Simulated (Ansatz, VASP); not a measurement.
# SrO: VASP beside Ansatz

```
Sr O
1.0
     2.56144    2.56144    0.00000
    -2.56144    2.56144    0.00000
     0.00000    2.56144    2.56144
Sr O
1 1
Direct
  0.50000 0.50000 0.00000
  0.00000 0.00000 0.00000
```

Alike in both runs: functional PBEsol; k mesh 12 × 12 × 12; occupations fermi-dirac, width 0.08 eV; no spin polarisation.

Ansatz relaxed the structure, and its values are those at the end. VASP's run is a single point on that final structure, the one shown.

|  | VASP | Ansatz |
| --- | --- | --- |
| version | VASP 6.6.1 | Ansatz 0.2.0 |
| potentials or method | VASP PAW PBE potentials, release 64 (Sr_sv, O) | PAW with Ansatz's default frozen-core files, scalar-relativistic |
| plane-wave cutoff (eV) | 520 | 420 |
| valence electrons in the cell | 16 | 16 |

Ansatz gave:

```
pressure (GPa) : 0.0
```

**Question.** Estimate VASP's values.

**Answer.** Pressure (GPa): 0.6.

The functional is the same, so the differences come from potentials, cutoffs and numerics.

Caveats: the PAW data sets were made with another functional, which shifts forces and pressure a little (VASP). A k mesh can miss the band edges.
